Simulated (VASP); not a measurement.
## BaS: single point with PBE

BaS:

```
Ba S
1.0
     0.00000    3.19375    3.19375
     3.19375    0.00000    3.19375
     3.19375    3.19375    0.00000
Ba S
1 1
Direct
  0.00000 0.00000 0.00000
  0.50000 0.50000 0.50000
```

```
Program             : VASP 6.6.1
Task                : single point
Functional          : PBE
Potentials or basis : VASP PAW PBE potentials, release 64 (Ba_sv_GW, S_GW)
Cutoff              : 500 eV
k mesh              : 4 × 4 × 4
Occupations         : gaussian, width 0.02 eV
Spin                : no spin polarisation
```

The pressure is 0.8 GPa and the band gap on the k mesh is 2.20 eV, indirect (least direct gap 2.31 eV).

Levels at points of the mesh, in eV from the valence-band top:
```csv
k point,band 5,band 6,band 7,band 8,band 9,band 10,band 11,band 12
"(0.00, 0.00, 0.00)",-10.29,0.00,0.00,0.00,3.69,3.96,3.96,3.96
"(0.50, 0.00, 0.00)",-9.04,-1.86,-1.01,-1.01,5.55,5.63,6.41,6.41
"(0.50, 0.50, 0.00)",-10.20,-0.45,-0.11,-0.11,2.20,6.02,6.12,7.60
```

It took 9.3 s on 1 thread of Intel(R) Xeon(R) Platinum 8488C (Sapphire Rapids) (shared host), peak memory 0.2 GiB.

Caveat: the k mesh is coarse (spacing up to 0.43 Å⁻¹), so the values aren't converged; spin-orbit coupling is left out, which moves the levels of the heavy elements. A k mesh can miss the band edges.
